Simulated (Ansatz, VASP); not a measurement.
# Two plane-wave programs on ZnSe

```
CELL_PARAMETERS angstrom
2.76984 2.76984 0.00000
-2.76984 2.76984 0.00000
0.00000 2.76984 2.80037
ATOMIC_POSITIONS crystal
Zn 0.00000 0.00000 0.00000
Se 0.75000 0.25000 0.50000
```

Change from the starting cell: in-plane strain -0.005, out-of-plane length and atoms relaxed by PAW.

Alike in both runs: functional LDA; k mesh 8 × 8 × 8; no spin polarisation.

Ansatz relaxed the structure, and its values are those at the end. VASP's run is a single point on that final structure, the one shown.

|  | VASP | Ansatz |
| --- | --- | --- |
| version | VASP 6.6.1 | Ansatz 0.2.0 |
| potentials or method | VASP PAW LDA potentials, release 64 (Zn, Se) | PAW with Ansatz's default frozen-core files, scalar-relativistic |
| plane-wave cutoff (eV) | 520 | 420 |
| occupations | gaussian, width 0.01 eV | fixed |
| valence electrons in the cell | 18 | 28 |

Ansatz gave:

```
gap on the k mesh at the Fermi level (eV) : 1.25
pressure (GPa)                            : 0.3
```

Problem. Which values does VASP return?

Solution. gap on the k mesh at the Fermi level (eV): 1.29; pressure (GPa): 0.7.

The two sets of potentials don't hold the same shells in valence.
